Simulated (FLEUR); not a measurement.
# TiAl (P-6m2) in FLEUR: notebook, part 3 of 3

FLEUR MaX-R8.1 (later development tree).

**5. Density of states, SCAN**

Changes to inp.xml since step 4:

```diff
@@ -10,3 +10,3 @@
       <xcFunctional name="LibXC" relativisticCorrections="F">
-         <LibXCName exchange="mgga_x_r2scan" correlation="mgga_c_r2scan"/>
+         <LibXCName exchange="mgga_x_scan" correlation="mgga_c_scan"/>
          <AuxGGA exchange="117" correlation="130"/>
```

crystal.txt

```
TiAl
&input cartesian=F /
2.8672622327  0.0000000000  0.0000000000
-1.4336311163  2.4831219328  0.0000000000
0.0000000000  0.0000000000  4.6780830000
1.8897261246
1.0 1.0 1.0

2
22 0.0000000000  0.0000000000  0.0000000000
13 0.3333333333  0.6666666667  0.5000000000

&kpt div1=11 div2=11 div3=6 gamma=T /
```

Changes to inp.xml (dos) since step 4:

```diff
@@ -10,3 +10,3 @@
       <xcFunctional name="LibXC" relativisticCorrections="F">
-         <LibXCName exchange="mgga_x_r2scan" correlation="mgga_c_r2scan"/>
+         <LibXCName exchange="mgga_x_scan" correlation="mgga_c_scan"/>
          <AuxGGA exchange="117" correlation="130"/>
```

Potentials or basis: all-electron, FLAPW.

Command:

```console
> inpgen -f crystal.txt -profile fastHighL
> # inp.xml edited to the form shown
> fleur_MPI
> fleur_MPI   # second run, on inp.xml (dos)
```

The program printed:

```text
Welcome to FLEUR        (www.flapw.de)
      MaX-Release 8.1          (www.max-centre.eu)
 func_ids         267         263         267         263
 MetaGGA potential functional detected - V_tau will be computed
 Auxiliary Potential for radial basis: exchange=         117  correlation=         130
The functional 'SCAN exchange of Sun, Ruzsinszky, and Perdew' is an exchange functional, it belongs to the 'MGGA' family and is defined in the reference(s):
[1] J. Sun, A. Ruzsinszky, and J. P. Perdew.,  Phys. Rev. Lett. 115, 036402 (2015)
The functional 'SCAN correlation of Sun, Ruzsinszky, and Perdew' is a correlation functional, it belongs to the 'MGGA' family and is defined in the reference(s):
[1] J. Sun, A. Ruzsinszky, and J. P. Perdew.,  Phys. Rev. Lett. 115, 036402 (2015)
 Using same functional for VXC and EXC

 ========== k-point set info ==========
 Selected k-point list: default-1
 k-point list type: mesh
[... 33 lines left out ...]
[1] J. P. Perdew, K. Burke, and M. Ernzerhof.,  Phys. Rev. Lett. 77, 3865 (1996)
[2] J. P. Perdew, K. Burke, and M. Ernzerhof.,  Phys. Rev. Lett. 78, 1396 (1997)
 Using same functional for VXC and EXC
 Iteration:     3   Distance:      13.90089725 me/bohr^3
The functional 'Hammer, Hansen, and Norskov' is an exchange functional, it belongs to the 'GGA' family and is defined in the reference(s):
[1] B. Hammer, L. B. Hansen, and J. K. Nørskov.,  Phys. Rev. B 59, 7413 (1999)
[... 89 lines left out ...]
The functional 'Hammer, Hansen, and Norskov' is an exchange functional, it belongs to the 'GGA' family and is defined in the reference(s):
[1] B. Hammer, L. B. Hansen, and J. K. Nørskov.,  Phys. Rev. B 59, 7413 (1999)
The functional 'Perdew, Burke & Ernzerhof' is a correlation functional, it belongs to the 'GGA' family and is defined in the reference(s):
[1] J. P. Perdew, K. Burke, and M. Ernzerhof.,  Phys. Rev. Lett. 77, 3865 (1996)
[2] J. P. Perdew, K. Burke, and M. Ernzerhof.,  Phys. Rev. Lett. 78, 1396 (1997)
 Using same functional for VXC and EXC
 Iteration:    17   Distance:       0.00011301 me/bohr^3
The functional 'Hammer, Hansen, and Norskov' is an exchange functional, it belongs to the 'GGA' family and is defined in the reference(s):
[1] B. Hammer, L. B. Hansen, and J. K. Nørskov.,  Phys. Rev. B 59, 7413 (1999)
The functional 'Perdew, Burke & Ernzerhof' is a correlation functional, it belongs to the 'GGA' family and is defined in the reference(s):
[1] J. P. Perdew, K. Burke, and M. Ernzerhof.,  Phys. Rev. Lett. 77, 3865 (1996)
[2] J. P. Perdew, K. Burke, and M. Ernzerhof.,  Phys. Rev. Lett. 78, 1396 (1997)
 Using same functional for VXC and EXC
 Iteration:    18   Distance:       0.00005503 me/bohr^3

 ********************************************************************
 Run finished successfully
 Stop message:
   all done
 ********************************************************************
```

output (dos):

```text
Welcome to FLEUR        (www.flapw.de)
      MaX-Release 8.1          (www.max-centre.eu)
 func_ids         267         263         267         263
 MetaGGA potential functional detected - V_tau will be computed
 Auxiliary Potential for radial basis: exchange=         117  correlation=         130
[... 32 lines left out ...]
       A convenient way of extracting and plotting the data from that file is by making use of the

 ********************************************************************
 Run finished successfully
 Stop message:
   Charge density postprocessing done.
 ********************************************************************
```

Run time: 88 s. Hardware: 1 thread of Arm Neoverse V2, shared host; peak memory 0.1 GiB.

Results:

```
Free energy                                           : -29852.4941 eV
Band gap on the k mesh                                : none (metal or under the smearing width)
Valence electrons inside the program's atomic spheres : Ti 10.51; Al 9.50 (radii Ti 2.48, Al 2.33 bohr)
```

States per cell in windows of 1 eV (zero at the Fermi level; states under -8 eV left out):
| from (eV) | total | MT:1d | INT | MT:2p | MT:2s | MT:1p | MT:1s |
| --- | --- | --- | --- | --- | --- | --- | --- |
| -8.0 | 0.31 | 0.00 | 0.16 | 0.02 | 0.11 | 0.01 | 0.01 |
| -7.0 | 0.36 | 0.01 | 0.18 | 0.03 | 0.11 | 0.01 | 0.01 |
| -6.0 | 0.33 | 0.02 | 0.16 | 0.04 | 0.08 | 0.01 | 0.02 |
| -5.0 | 0.42 | 0.03 | 0.21 | 0.06 | 0.07 | 0.01 | 0.04 |
| -4.0 | 0.69 | 0.07 | 0.34 | 0.10 | 0.08 | 0.03 | 0.06 |
| -3.0 | 0.87 | 0.17 | 0.40 | 0.12 | 0.06 | 0.04 | 0.06 |
| -2.0 | 1.32 | 0.47 | 0.53 | 0.16 | 0.04 | 0.06 | 0.04 |
| -1.0 | 2.52 | 1.22 | 0.84 | 0.20 | 0.04 | 0.14 | 0.02 |
| 0.0 | 1.25 | 0.78 | 0.32 | 0.05 | 0.01 | 0.05 | 0.00 |
| 1.0 | 1.48 | 1.08 | 0.28 | 0.04 | 0.01 | 0.02 | 0.01 |
| 2.0 | 2.58 | 2.01 | 0.37 | 0.09 | 0.02 | 0.02 | 0.02 |
| 3.0 | 1.56 | 1.02 | 0.28 | 0.09 | 0.08 | 0.04 | 0.01 |
| 4.0 | 1.46 | 0.77 | 0.32 | 0.13 | 0.08 | 0.05 | 0.03 |

Core levels (eV from the Fermi level):
```
atom                                                   levels
1 Ti  1s1/2 -4863.0, 2s1/2 -531.3, 2p1/2 -442.2, 2p3/2 -436.4
2 Al                                            1s1/2 -1505.2
```

Caveat: the meta-GGA is that of a development version, with a GGA for the radial functions and cores and without core tails.

**6. Overview**

| level | max iterations | mixer history | density convergence | gap on the mesh (eV) |
| --- | --- | --- | --- | --- |
| LDA | 60 | 15 | 1e-05 me/bohr^3 | none |
| PBEsol | 60 | 15 | 1e-05 me/bohr^3 | none |
| r2SCAN | 80 | 30 | 0.0001 me/bohr^3 | none |
| SCAN | 80 | 30 | 0.0001 me/bohr^3 | none |

Alike in all rows: task density of states; potentials or basis all-electron, FLAPW; no spin polarisation; cell as given; k mesh 11 × 11 × 6; smearing fermi-dirac 0.05 eV; kmax 4.21 1/bohr.

Every run on the cell as given and a fine mesh finds a metal.

Caveats: the meta-GGA is that of a development version, with a GGA for the radial functions and cores and without core tails (some runs).

Compare energies only between runs with the same functional and basis.
